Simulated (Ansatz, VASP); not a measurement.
**In: VASP beside Ansatz**

```
In
1.0
    -1.99013    1.99013    1.99013
     1.99013   -1.99013    1.99013
     1.99013    1.99013   -1.99013
In
1
Direct
  0.00000 0.00000 0.00000
```

The cell was built by a generator and needn't be a form met in nature.

Alike in both runs: functional BLYP; k mesh 12 × 12 × 12; occupations fermi-dirac, width 0.1 eV; no spin polarisation.

Ansatz relaxed the structure, and its values are those at the end. VASP's run is a single point on that final structure, the one shown.

|  | VASP | Ansatz |
| --- | --- | --- |
| version | VASP 6.6.1 | Ansatz 0.2.0 |
| potentials or method | VASP PAW PBE potentials, release 64 (In_d) | plane waves (420 eV) with PAW, scalar-relativistic |
| plane-wave cutoff (eV) | 520 | 420 |
| valence electrons in the cell | 13 | 13 |

```csv
,VASP,Ansatz,Ansatz less VASP
pressure (GPa),0.0,0.0,+0.03
```

Caveats: the PAW data sets were made with another functional, which shifts forces and pressure a little (VASP).
